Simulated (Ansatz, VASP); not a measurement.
## Two plane-wave programs on TiAl

File INCAR:

```
PREC = Accurate
ENCUT = 520
EDIFF = 1E-7
ISMEAR = -1
SIGMA = 0.05
LREAL = F
LASPH = T
NELM = 100
ALGO = Normal
ISIF = 2
LWAVE = F
LCHARG = F
GGA = B5
ALDAX = 1.0
AGGAX = 1.0
AGGAC = 1.0
ALDAC = 0.0
NBANDS = 14
```

KPOINTS

```
Automatic mesh
0
Gamma
  11 11 6
```

The input POSCAR:

```
TiAl
1.0
    2.8672622300      0.0000000000      0.0000000000
   -1.4336311200      2.4831219300      0.0000000000
    0.0000000000      0.0000000000      4.6780830000
Ti Al
1 1
Direct
    0.0000000000      0.0000000000      0.0000000000
    0.3333333333      0.6666666667      0.5000000000
```

Input for Ansatz:

```yaml
crystal:
  lattice:
    - [2.86726223, 0.0, 0.0]
    - [-1.43363112, 2.48312193, 0.0]
    - [0.0, 0.0, 4.678083]
  atoms:
    - { symbol: Ti, position: [0.0, 0.0, 0.0] }
    - { symbol: Al, position: [0.3333333333333333, 0.6666666666666666, 0.5] }
kpoints:
  mp_grid:
    grid: [11, 11, 6]
    shift: [0.0, 0.0, 0.0]
hamiltonian:
  xc: blyp
  pseudopotentials:
    kind: paw
scf:
  occupations:
    method: fermi_dirac
    width: 0.05
output:
  forces: true
  stress: true
```

The cell comes from a database or a generator and needn't be the stable form of this composition.

Alike in both runs: task single point; functional BLYP; k mesh 11 × 11 × 6; occupations fermi-dirac, width 0.05 eV; no spin polarisation.

|  | VASP | Ansatz |
| --- | --- | --- |
| version | VASP 6.6.1 | Ansatz 0.2.0 |
| potentials or method | VASP PAW PBE potentials, release 64 (Ti_sv, Al) | plane waves, PAW |
| plane-wave cutoff (eV) | 520 | 420 |
| valence electrons in the cell | 15 | 15 |

VASP gave:

| Item | Value |
| --- | --- |
| pressure (GPa) | 3.3 |
| largest component of the traceless stress (GPa) | 0.79 |

Q: What did Ansatz give for the same quantities?

A: Pressure (GPa): 3.1; largest component of the traceless stress (GPa): 0.85.

With one functional, cell and mesh, what is left measures potentials, basis and numerics.

Caveats: the PAW data sets were made with another functional, which shifts forces and pressure a little (VASP).
